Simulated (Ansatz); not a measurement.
Space group P3_121 (No. 152). a = 4.042 Å, b = 4.042 Å, c = 5.118 Å, α = 90.00°, β = 90.00°, γ = 120.00°
```
atom site symmetry x y z
  Se    3a       .2.  0.2486  0.0000  0.3333
```

Equation of state of this Se structure (not necessarily the ground state), with shape and atoms relaxed at each volume where symmetry leaves them free. Theory: DFT PBEsol, scalar-relativistic, plane waves, PAW in Ansatz 0.2.0.

Plane waves to 420 eV, a k mesh through Γ of 12×12×8 on the computed 3-atom cell and Gaussian smearing (0.02 eV); no spin polarisation.

```
V (Å³/atom) E − E(largest V) (meV/atom) P (GPa) gap on mesh (eV)
     22.684                         2.24     1.89              0.25
     23.408                        -3.52     0.81              0.34
     24.132                        -5.11    -0.01              0.46
     24.856                        -3.65    -0.56              0.52
     25.580                         0.00    -0.97              0.59
```

Task: Fit a third-order Birch–Murnaghan equation to E(V).

Result: V0 = 24.11 Å³/atom, B0 = 23 GPa, B0' = 9.6. B0' is unusual or poorly fixed by this range.